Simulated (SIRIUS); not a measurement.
# HgTe in SIRIUS: convergence with smearing width

Input of the first run (smearing width 0.4 eV); the others differ in this setting and in those tied to it:

sirius.json

```json
{
  "control": {
    "processing_unit": "cpu",
    "verbosity": 2,
    "num_bands_to_print": 32,
    "print_forces": true,
    "print_stress": true
  },
  "parameters": {
    "electronic_structure_method": "pseudopotential",
    "xc_functionals": ["XC_GGA_X_PBE", "XC_GGA_C_PBE"],
    "gk_cutoff": 10.4,
    "pw_cutoff": 20.8,
    "ngridk": [5, 5, 5],
    "shiftk": [0, 0, 0],
    "smearing": "gaussian",
    "smearing_width": 0.0146997289,
    "num_bands": 32,
    "num_mag_dims": 0,
    "num_dft_iter": 100,
    "energy_tol": 1e-08,
    "density_tol": 1e-06
  },
  "iterative_solver": {
    "type": "davidson",
    "min_tolerance": 1e-10
  },
  "mixer": {
    "type": "anderson",
    "beta": 0.7,
    "max_history": 8
  },
  "settings": {
    "tol_ne": 1e-10
  },
  "unit_cell": {
    "lattice_vectors": [
      [0.0, 6.00932907631, 6.00932907631],
      [6.00932907631, 0.0, 6.00932907631],
      [6.00932907631, 6.00932907631, 0.0]
    ],
    "atom_coordinate_units": "lattice",
    "atom_types": ["Hg", "Te"],
    "atom_files": {
      "Te": "Te.json",
      "Hg": "Hg.json"
    },
    "atoms": {
      "Hg": [
        [0.0, 0.0, 0.0]
      ],
      "Te": [
        [0.5, 0.5, 0.5]
      ]
    }
  }
}
```

Potentials or basis: PseudoDojo 0.4 PBE stringent (scalar relativistic).

The run is started by

```console
$ upf_to_json Te.upf
$ upf_to_json Hg.upf
$ OMP_NUM_THREADS=1 sirius.scf --input=sirius.json --output=out.json --task=0
```

Measurements of this composition are mostly on another form, of space group No. 216.

Hardware: 1 thread of Arm Neoverse V1, on a shared host.

| smearing width | energy less the tightest run, at zero smearing (meV/atom) | pressure (GPa) | SCF cycles | CPU time (s) | peak memory (GiB) |
| --- | --- | --- | --- | --- | --- |
| 0.4 eV | -3.80 | -3.42 | 18 | 110 | 0.48 |
| 0.3 eV | -3.46 | -3.50 | 17 | 100 | 0.48 |
| 0.2 eV | -3.14 | -3.58 | 17 | 100 | 0.48 |
| 0.136 eV | -2.00 | -3.59 | 17 | 110 | 0.47 |
| 0.1 eV | -1.37 | -3.59 | 17 | 100 | 0.48 |
| 0.05 eV | -0.70 | -3.60 | 17 | 100 | 0.48 |
| 0.025 eV | -0.27 | -3.60 | 17 | 100 | 0.48 |
| 0.01 eV | 0.00 | -3.60 | 17 | 100 | 0.48 |

Against the tightest run, the energy stays within 1 meV/atom from 0.05 eV on; the pressure stays within 0.1 GPa from 0.3 eV on. Narrower smearing needs a denser k mesh, so at a fixed mesh the narrowest width isn't the most accurate. The tightest run that finished is the yardstick and may itself not be fully converged.

Spin-orbit coupling is left out, which matters for the levels of Hg, Te.
